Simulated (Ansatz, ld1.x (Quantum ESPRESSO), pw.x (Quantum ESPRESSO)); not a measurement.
# Nb: does the TM potential hold in the solid?

| Item | Value |
| --- | --- |
| Element | niobium (Nb) |
| Generator | ld1.x (Quantum ESPRESSO) 7.5 |
| Type | norm-conserving Troullier–Martins (Kleinman–Bylander form) |
| Functional | PBE |
| Relativity | scalar-relativistic |
| Frozen core | [Kr] |
| Valence charge | 5 |
| Reference configuration | 4d4 5s1 5p0 |
| Partial waves | 5s (bound): rc 2.95 bohr; 5p (bound, empty): rc 4.20 bohr; 4d (bound): rc 2.14 bohr |
| Local potential | all-electron potential smoothed inside 3.65 bohr (lloc = -1) |
| Core correction | a·sin(br)/r model core, default radius (core density twice the valence density) |

Crystal test: diamond Nb in pw.x 7.5, no spin, 8³ k-points, Fermi–Dirac smearing 0.01 Ry, cutoffs 50/200 Ry. The reference is all-electron LAPW (Ansatz 0.2.0) with the same functional, mesh and smearing; V0 and B0 come from Birch–Murnaghan fits to the pressures at five volumes. Errors are pseudo minus all-electron; Δ is the rms difference of the E(V) curves that follow from these fits, minima aligned, over ±6 % about the mean V0. Mesh and smearing are coarse, so the numbers serve the comparison and aren't converged zero-temperature values; the lattice is a test structure that the element need not adopt.

```tsv
V (Å³/atom)	P all-electron (GPa)	P pseudo (GPa)
24.643	3.74	5.91
25.291	1.78	3.89
25.940	0.06	2.09
26.588	-1.47	0.49
27.237	-2.80	-0.94
```

All-electron: a0 = 5.922 Å (V0 = 25.96 Å³/atom), B0 = 64.5 GPa.

Pseudopotential: mean pressure error (GPa): +2.03; a0 (Å): 5.985; a0 error (%): +1.07; B0 error (%): -6.9; Δ (meV/atom): 11.3. The largest radius (4.20 bohr) exceeds half the bond length (2.42 bohr), so the spheres overlap, which is one possible source of error among others. This is a poor potential for the solid. Atomic configuration tests: 1 of 7 tests not solved or not reliable.

Problem. At the middle volume, how do free energy and pressure move when the wave cutoff is lowered (ecutrho kept at four times it)?

Solution.

| cutoff (Ry) | shift of F (meV/atom) | shift of P (GPa) |
| --- | --- | --- |
| 22 | +1311.8 | -29.21 |
| 30 | +137.5 | -5.52 |
| 40 | +1.9 | -0.19 |

The run at the middle volume (29 k-points, 9 iterations) took about 8.4 s on one core of a shared host (Neoverse-V2, 32 threads, 247 GiB, load 20).
